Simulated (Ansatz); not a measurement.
A relaxation computed with Ansatz, from input to last step.

```yaml
crystal:
  lattice:
    - [0.0, 3.2391, 3.2391]
    - [3.2391, 0.0, 3.2391]
    - [3.2391, 3.2391, 0.0]
  atoms:
    - { symbol: In, position: [0.0, 0.0, 0.0] }
    - { symbol: Sb, position: [0.25, 0.25, 0.25] }
basis:
  ecutwfc: 420
kpoints:
  mp_grid: { grid: [12, 12, 12] }
hamiltonian:
  xc: pbesol
scf:
  occupations: { method: gaussian, width: 0.1 }
output:
  forces: true
  stress: true
  eigenvalues: true
relax:
  adjacent_minimum: "off"
  f_tol: 0.005
  max_steps: 80
  cell: { stress_tol: 0.05 }
```

```bash
ansatz run input.yaml --threads 1 --pin off --max-ram 2560MiB --backend cpu --events-out ev --progress --plain --runs-dir out
```

These are results of DFT PBEsol, scalar-relativistic, plane waves, PAW in Ansatz 0.2.0, not measurements.

Of 4 frames 4 are shown, positions in Å and forces in eV/Å; the SCF threshold varies from step to step. Steps run on the plane waves of an earlier cell, with a Pulay correction in the pressure. The basis is chosen afresh for the last frame, the zero of the energies, and at times for earlier ones too; energy and pressure step there, also at an unchanged geometry.

```xyz
2
Lattice="0.0000 3.2391 3.2391 3.2391 0.0000 3.2391 3.2391 3.2391 0.0000" Properties=species:S:1:pos:R:3:forces:R:3 pbc="T T T" step=1 free_energy_over_end_meV_per_atom=1.66 pressure_GPa=0.84
In    0.0000    0.0000    0.0000    0.0000    0.0000    0.0000
Sb    1.6196    1.6196    1.6196    0.0000    0.0000    0.0000
2
Lattice="0.0000 3.2713 3.2713 3.2713 0.0000 3.2713 3.2713 3.2713 0.0000" Properties=species:S:1:pos:R:3:forces:R:3 pbc="T T T" step=2 free_energy_over_end_meV_per_atom=0.74 pressure_GPa=-0.45
In    0.0000    0.0000    0.0000    0.0000    0.0000    0.0000
Sb    1.6357    1.6357    1.6357    0.0000    0.0000    0.0000
2
Lattice="0.0000 3.2599 3.2599 3.2599 0.0000 3.2599 3.2599 3.2599 0.0000" Properties=species:S:1:pos:R:3:forces:R:3 pbc="T T T" step=3 free_energy_over_end_meV_per_atom=0.13 pressure_GPa=-0.02
In    0.0000    0.0000    0.0000    0.0000    0.0000    0.0000
Sb    1.6300    1.6300    1.6300    0.0000    0.0000    0.0000
2
Lattice="0.0000 3.2599 3.2599 3.2599 0.0000 3.2599 3.2599 3.2599 0.0000" Properties=species:S:1:pos:R:3:forces:R:3 pbc="T T T" step=4 free_energy_over_end_meV_per_atom=0.00 pressure_GPa=-0.02
In    0.0000    0.0000    0.0000    0.0000    0.0000    0.0000
Sb    1.6300    1.6300    1.6300    0.0000    0.0000    0.0000
```

The run took 70 s on 1 thread of Intel(R) Xeon(R) Platinum 8259CL CPU @ 2.50GHz (Skylake/Cascade Lake), on a shared host, peak memory 0.49 GiB.